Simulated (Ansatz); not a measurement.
Rh in Ansatz: the effect of target pressure

Rh:

```
CELL_PARAMETERS angstrom
0.00000 1.89785 1.89785
1.89785 0.00000 1.89785
1.89785 1.89785 0.00000
ATOMIC_POSITIONS crystal
Rh 0.00000 0.00000 0.00000
```

Alike in all runs:

* Program: Ansatz 0.2.0
* Task: relaxation of cell and atoms
* Functional: r2SCAN
* Potentials or basis: Ansatz PAW
* Cutoff: 500 eV (not typed: the program's choice for these potentials)
* k mesh: 12 × 12 × 12
* Occupations: fermi-dirac, width 0.05 eV
* Spin: no spin polarisation

Each run relaxes the cell or the atoms first.

Problem. One run gave: relaxed volume 12.59 Å³/atom. Which target pressure did it use?
A. 5 GPa
B. 10 GPa
C. 0 GPa
D. 2 GPa
E. 30 GPa

Solution. E.

```tsv
target pressure	relaxed volume (Å³/atom)
0 GPa	13.71
2 GPa	13.62
5 GPa	13.48
10 GPa	13.27
20 GPa	12.91
30 GPa	12.59
```

Caveats: the plane-wave basis is chosen anew once the cell has moved, so the energies of steps on either side of that aren't comparable; the PAW data sets come from PBE, with cores solved anew for the run's functional, which leaves a small shift of forces and pressure.
